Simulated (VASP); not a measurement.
# Settings for PbTe: surface energy

PbTe, slab, 20 atoms in the cell. RPBE; PAW potentials Pb_d, Te (PBE set). VASP 6.6.1.

Wanted: surface energy, atoms not relaxed within 0.02 J/m²; face levels within 0.04 eV.

Crystal: TePb, Pm-3m; Face: (2 1 1); Starting cell: bulk cell relaxed first with the same functional.

Face levels: vacuum level at each face, counted from the Fermi level.

The series start from vacuum (Å): 12; k spacing (1/Å): 0.35; Smearing SIGMA (eV): 0.05; Cutoff ENCUT (eV): 310; SCF threshold EDIFF (eV): 1e-6; PREC: Accurate; LREAL: .FALSE.; ALGO: Normal; atomic planes: 5. Each series keeps the choices made before it, and each single choice may use up half of a tolerance. Times cover all steps of a run.

## Vacuum (Å)

| Vacuum (Å) | Surface energy, atoms not relaxed (J/m²) | Face levels, largest deviation (eV) | Time (s) |
|---|---|---|---|
| 5 | 0.112 | 0.033 | 23 |
| 7 | 0.140 | 0.030 | 24 |
| 9 | 0.146 | 0.010 | 29 |
| 12 | 0.146 | 0.002 | 44 |
| 15 | 0.146 | 0.000 | 42 |
| 20 (reference) | 0.146 | 0.000 | 53 |

Chosen: 9, the loosest value from which every tighter one stays within half of the tolerance.

## k spacing (1/Å)

| k spacing (1/Å) | Surface energy, atoms not relaxed (J/m²) | Face levels, largest deviation (eV) | Time (s) |
|---|---|---|---|
| 0.8 | 0.258 | 0.030 | 18 |
| 0.6 | 0.258 | 0.030 | 20 |
| 0.45 | 0.217 | 0.002 | 22 |
| 0.35 | 0.146 | 0.074 | 29 |
| 0.25 | 0.175 | 0.013 | 38 |
| 0.2 (reference) | 0.168 | 0.000 | 65 |

Chosen: 0.25.

## Smearing SIGMA (eV)

| Smearing SIGMA (eV) | Surface energy, atoms not relaxed (J/m²) | Face levels, largest deviation (eV) | Time (s) |
|---|---|---|---|
| 0.2 | 0.175 | 0.056 | 38 |
| 0.1 | 0.175 | 0.025 | 45 |
| 0.05 | 0.175 | 0.008 | 38 |
| 0.02 (reference) | 0.175 | 0.000 | 47 |

Chosen: 0.05.

## Cutoff ENCUT (eV)

| Cutoff ENCUT (eV) | Surface energy, atoms not relaxed (J/m²) | Face levels, largest deviation (eV) | Time (s) |
|---|---|---|---|
| 190 | 0.188 | 0.005 | 18 |
| 240 | 0.175 | 0.001 | 28 |
| 280 | 0.175 | 0.001 | 38 |
| 310 | 0.175 | 0.000 | 38 |
| 360 | 0.175 | 0.000 | 53 |
| 430 (reference) | 0.175 | 0.000 | 70 |

Chosen: 240.

## SCF threshold EDIFF (eV)

| SCF threshold EDIFF (eV) | Surface energy, atoms not relaxed (J/m²) | Face levels, largest deviation (eV) | Time (s) |
|---|---|---|---|
| 0.001 | 0.175 | 0.030 | 17 |
| 0.0001 | 0.175 | 0.006 | 19 |
| 1e-5 | 0.175 | 0.000 | 21 |
| 1e-6 | 0.175 | 0.000 | 28 |
| 1e-7 (reference) | 0.175 | 0.000 | 25 |

Chosen: 0.0001.

## PREC

| PREC | Surface energy, atoms not relaxed (J/m²) | Face levels, largest deviation (eV) | Time (s) |
|---|---|---|---|
| Accurate | 0.175 | 0.000 | 19 |
| Normal | 0.175 | 0.025 | 14 |

Chosen: Accurate; no other choice that stays within half of the tolerance saves 30 % of the time.

## LREAL

| LREAL | Surface energy, atoms not relaxed (J/m²) | Face levels, largest deviation (eV) | Time (s) |
|---|---|---|---|
| .FALSE. | 0.175 | 0.000 | 19 |
| Auto | 0.175 | 0.000 | 30 |

Chosen: .FALSE..

## ALGO

| ALGO | Surface energy, atoms not relaxed (J/m²) | Face levels, largest deviation (eV) | Time (s) |
|---|---|---|---|
| Normal | 0.175 | 0.000 | 19 |
| Fast | 0.175 | 0.006 | 25 |
| All | 0.175 | 0.006 | 30 |

Chosen: Normal.

## Atomic planes

| Atomic planes | Surface energy, atoms not relaxed (J/m²) | Face levels, largest deviation (eV) | Time (s) |
|---|---|---|---|
| 3 | 0.179 | 0.085 | 19 |
| 5 | 0.175 | 0.043 | 19 |
| 7 | 0.170 | 0.065 | 35 |
| 9 | 0.170 | 0.027 | 55 |
| 10 (reference) | 0.165 | 0.000 | 65 |

Chosen: 10; the next looser run is off by more than half of the tolerance, so convergence isn't shown beyond this value.

## All choices together

| Input | Surface energy, atoms not relaxed (J/m²) | Face levels, largest deviation (eV) | Time (s) |
|---|---|---|---|
| program defaults, thin vacuum, coarse mesh (naive) | 0.211 | 0.055 | 8.3 |
| chosen settings | 0.165 | 0.007 | 65 |
| reference settings throughout | 0.163 | 0.000 | 728 |

The chosen settings stay within the tolerance of the reference run, but the reference itself isn't shown to be converged in: atomic planes.

Values of the reference run: Face levels: 4.25, 4.25 eV.

## The input

INCAR.step1:
```
PREC     = Accurate       # precision mode
ENCUT    = 240            # plane-wave cutoff, eV
EDIFF    = 1E-4           # SCF threshold, eV
ISMEAR   = 0              # smearing method
SIGMA    = 0.05           # smearing width, eV
LREAL    = False          # projectors in reciprocal space
LASPH    = True           # aspherical terms in the spheres
ALGO     = Normal         # electronic algorithm
NELM     = 120            # most SCF steps
LWAVE    = False          # write WAVECAR
LCHARG   = False          # write CHGCAR
GGA      = RP             # functional
KPAR     = 8             
```

INCAR.step2, as INCAR.step1 but for:
```
- KPAR = 8
+ LVHAR = True
+ LVACPOTAV = True
+ LDIPOL = True
+ IDIPOL = 3
+ DIPOL = 0.5 0.5 0.5
```

KPOINTS.step1:
```
Automatic mesh
0
Gamma
  4 5 32
  0 0 0
```

KPOINTS.step2:
```
Automatic mesh
0
Gamma
  4 5 1
  0 0 0
```

POSCAR.step1:
```
TePb
1.0
    6.9985615558      0.0000000000      0.0000000000
    0.0000000000      5.7143015817      0.0000000000
   -2.3328538519      2.8571507909      1.6495767782
Pb Te
1 1
Direct
    0.0000000000      0.0000000000      0.0000000000
    0.5000000000      0.0000000000      0.0000000000
```

POSCAR.step2:
```
TePb
1.0
    6.9985615558      0.0000000000      0.0000000000
    0.0000000000      5.7143015817      0.0000000000
    0.0000000000      0.0000000000     23.8461910067
Pb Te
10 10
Direct
    0.8333333333      0.2500000000      0.1887093833
    0.5000000000      0.7500000000      0.2578850759
    0.1666666667      0.2500000000      0.3270607686
    0.8333333334      0.7500000000      0.3962364612
    0.5000000000      0.2500000000      0.4654121538
    0.1666666667      0.7500000000      0.5345878462
    0.8333333334      0.2500000001      0.6037635388
    0.5000000000      0.7500000001      0.6729392314
    0.1666666667      0.2500000001      0.7421149241
    0.8333333334      0.7500000001      0.8112906167
    0.3333333333      0.2500000000      0.1887093833
    0.0000000000      0.7500000000      0.2578850759
    0.6666666667      0.2500000000      0.3270607686
    0.3333333334      0.7500000000      0.3962364612
    0.0000000000      0.2500000000      0.4654121538
    0.6666666667      0.7500000000      0.5345878462
    0.3333333334      0.2500000001      0.6037635388
    0.0000000000      0.7500000001      0.6729392314
    0.6666666667      0.2500000001      0.7421149241
    0.3333333334      0.7500000001      0.8112906167
```

Commands (each step's output is kept before the next begins):
```
cat potpaw_PBE.64/Pb_d/POTCAR potpaw_PBE.64/Te/POTCAR > POTCAR
cp INCAR.step1 INCAR
cp KPOINTS.step1 KPOINTS
cp POSCAR.step1 POSCAR
mpirun -np 8 vasp_std > vasp.out
rm WAVECAR CHG
cp INCAR.step2 INCAR
cp KPOINTS.step2 KPOINTS
cp POSCAR.step2 POSCAR
mpirun -np 8 vasp_std > vasp.out
```

Limits: The program found no field-free region and charge left in the vacuum, so the vacuum level is rough; the atoms keep their starting positions, so the number serves for convergence, not as the relaxed result.

The chosen input took VASP 6.6.1 65 s on 8 cores (Intel Xeon Platinum 8488C (Sapphire Rapids)), a shared host.

## An input that fails: too few electronic steps

The electronic loop stops at its limit of 8 steps.

Changes against the starting input:
```
(step 2)
- NELM = 120
+ NELM = 8
```
